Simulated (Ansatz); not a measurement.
# PbS, space group Fm-3m: a check of PAW against all-electron LAPW

Program: Ansatz 0.2.0 through its Python package.

Script `paw_lapw_pbs.py`:
```python
import ansatz as az
from ase import Atoms
import numpy as np


def count_gap(report):
    # lowest empty less highest filled band, counting bands; zero where they overlap
    return max(report.get("gap_by_band_count_ev") or 0.0, 0.0)

atoms = Atoms(
    ["Pb", "S"],
    scaled_positions=[
        (0.0, 0.0, 0.0),
        (0.5, 0.5, 0.5),
    ],
    cell=[
        (0.0, 2.96575, 2.96575),
        (2.96575, 0.0, 2.96575),
        (2.96575, 2.96575, 0.0),
    ],
    pbc=True,
)
cell = az.Crystal.from_ase(atoms)

base = cell.calculation()
base = base.functional("pbesol").kpoints(6)
base = base.occupations("Fixed")
base = base.stress().forces()
base = base.band_table()
variants = {
    "PAW": base.pseudopotentials("paw"),
    "LAPW": base.pseudopotentials("all_electron", lapw=True),
}
rows = []
for label, variant in variants.items():
    r = variant.run(threads=1).report
    levels = np.array(r["eigenvalues_ev"][0]) - r["fermi_energy_ev"]
    print(label, "levels at the first k-point near E_F:", np.round(levels[np.abs(levels) < 5], 3))
    rows.append((label, r["n_electrons"], np.trace(r["stress_gpa"]) / 3, count_gap(r)))
for row in rows:
    print("; ".join(f"{name} = {round(v, 4) if isinstance(v, float) else v}" for name, v in zip(["treatment", "electrons in bands", "P GPa", "gap by band count eV"], row)))
```

```console
$ python paw_lapw_pbs.py
DeckWarning: basis.ecutwfc = 420 eV, auto-derived from the records' recommended cutoffs: set by Pb (normal level)
PAW levels at the first k-point near E_F: [-2.176 -2.176 -2.176]
LAPW levels at the first k-point near E_F: [-2.178 -2.178 -2.178]
treatment = PAW; electrons in bands = 20.0; P GPa = -0.8762; gap by band count eV = 0.25
treatment = LAPW; electrons in bands = 50.0; P GPa = -0.8667; gap by band count eV = 0.2481
```
(Warnings from the package without file and line.)

PAW gives -0.876 GPa and LAPW -0.867 GPa, 0.010 GPa apart. They took 0.9 and 4.5 s of processor time.

What to keep in mind:
- Spin-orbit coupling, left out here, can change this gap by several tenths of an eV, and inverted bands can meet off the mesh.
- The computed bands are complete only to about 5.2 eV above the Fermi level.
- Under fixed occupations the level called the Fermi level is the highest filled one on the SCF mesh; off the mesh a filled band can lie a little above it.
- Of the deposited cell: the entry's cell lengths or inner coordinates differ somewhat from later room-temperature determinations.
- The structure is a deposited one; some such entries were measured under pressure or heat, so a shift against it needn't be the functional's error alone.
- Gaps and levels are Kohn-Sham values on a finite set of k-points, without spin-orbit coupling.
- Pressure is positive in compression; the treatments may keep other shells as core, so totals and counts of electrons can differ.
- It ran for 7 s on 1 thread of Intel(R) Xeon(R) Processor @ 2.30GHz (shared host), peak memory 0.54 GiB.
